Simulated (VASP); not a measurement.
Rh, 1 atom in the cell. The structure is cubic, space group Fm-3m (No. 225). Conventional cell: a = 3.779 Å, b = 3.779 Å, c = 3.779 Å, α = 90.00°, β = 90.00°, γ = 90.00°. Rh (site symmetry m-3m) has 12 Rh at 2.67 Å as nearest neighbours. 

```yaml
Program: VASP 6.6.1
Task: relaxation of cell and atoms
Functional: PBEsol
Potentials_or_basis: VASP PAW PBE potentials, release 64 (Rh_pv)
Cutoff: 600 eV
k_mesh: 16 × 16 × 16
Occupations: methfessel-paxton, width 0.1 eV
Spin: no spin polarisation
Further_INCAR_settings: ALGO = Normal; EDIFF = 1e-07; IBRION = 2; EDIFFG = -0.005; NSW = 90; ISIF = 3
```

Potentials or basis: VASP PAW PBE potentials, release 64 (Rh_pv).

Command:

```bash
$ cat potpaw_PBE.64/Rh_pv/POTCAR > POTCAR
$ mpirun -np 1 vasp_std > vasp.out
```

Hardware: 1 thread of Intel(R) Xeon(R) Platinum 8259CL CPU @ 2.50GHz (Skylake/Cascade Lake) (shared host).

Estimate the wall time of this run.

It took 15 s on 1 thread of Intel(R) Xeon(R) Platinum 8259CL CPU @ 2.50GHz (Skylake/Cascade Lake), on a shared host, peak memory 0.16 GiB. Counts: scf iterations 11, k points 145, ion steps 1.
